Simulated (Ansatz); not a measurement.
Base system: InCuS2 in the chalcopyrite structure (space group I-42d, No. 122; a = 5.5220 Å, c = 11.1303 Å). Axes: x, y, z lie along a, b, c of the conventional cell.

Structures relaxed with Ansatz (a program for electronic structure), r2SCAN, PAW, cutoff 500 eV, scalar-relativistic without spin-orbit coupling.

Base:

Simulated powder pattern, Cu Kα1, λ = 1.54056 Å (kinematic, ideal powder, no thermal factors, no anomalous dispersion; the 8 strongest lines at most, above 2 %, up to 2θ = 90°):

| 2θ (°) | I/Imax (%) | hkl |
|---|---|---|
| 27.89 | 100 | (112) |
| 32.40 | 13 | (200) |
| 46.29 | 38 | (204) |
| 46.48 | 19 | (220) |
| 54.74 | 14 | (116) |
| 55.07 | 28 | (312) |
| 74.57 | 11 | (316) |
| 86.08 | 11 | (424) |

After one change:

Simulated powder pattern, Cu Kα1, λ = 1.54056 Å (kinematic, ideal powder, no thermal factors, no anomalous dispersion; the 8 strongest lines at most, above 2 %, up to 2θ = 90°):

| 2θ (°) | I/Imax (%) |
|---|---|
| 27.83 | 100 |
| 32.07 | 13 |
| 45.99 | 19 |
| 46.37 | 38 |
| 54.61 | 28 |
| 55.27 | 14 |
| 74.67 | 11 |
| 85.44 | 11 |

Question: Name the change that was made.
A) biaxial strain +0.99 %, plane normal [001], relaxed out of plane
B) uniaxial stress, 1 GPa tension along x
C) tensor shear ε_xy = −3.60 %
D) uniaxial strain ε_zz = +1.18 %

Answer: A, biaxial strain +0.99 %, plane normal [001], relaxed out of plane. Its volume per atom is 21.35 Å³ against 21.21 Å³, and its space group is I-42d (No. 122).

Beyond what the load breaks, stability against distortions was not tested. The final runs are not spin-polarised.
